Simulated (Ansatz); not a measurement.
**GaN: equation of state with PBE**

Crystal: GaN.

```
Ga N
1.0
     0.00000    2.25350    2.25350
     2.25350    0.00000    2.25350
     2.25350    2.25350    0.00000
Ga N
1 1
Direct
  0.00000 0.00000 0.00000
  0.25000 0.25000 0.25000
```

The cell is a database's computed one.

* Program: Ansatz 0.2.0
* Task: equation of state
* Functional: PBE
* Potentials or basis: JTH PAW
* Cutoff: 3600 eV
* Density cutoff: 14400 eV
* k mesh: 10 × 10 × 10
* Occupations: fermi-dirac, width 0.05 eV
* Spin: no spin polarisation

| Property | Result |
| --- | --- |
| Equilibrium volume | 11.80 Å³/atom |
| Bulk modulus | 172 GPa |
| Pressure derivative of the bulk modulus | 4.4 |

Energy against volume, from the lowest point:
```tsv
volume (Å³/atom)	energy (meV/atom)
10.757	57.72
10.986	33.63
11.215	16.48
11.444	5.56
11.673	0.25
11.902	0.00
12.131	4.30
```

All runs of the series together: 92 s on 2 threads of Intel(R) Xeon(R) Platinum 8375C CPU @ 2.90GHz (Ice Lake), on a shared host.
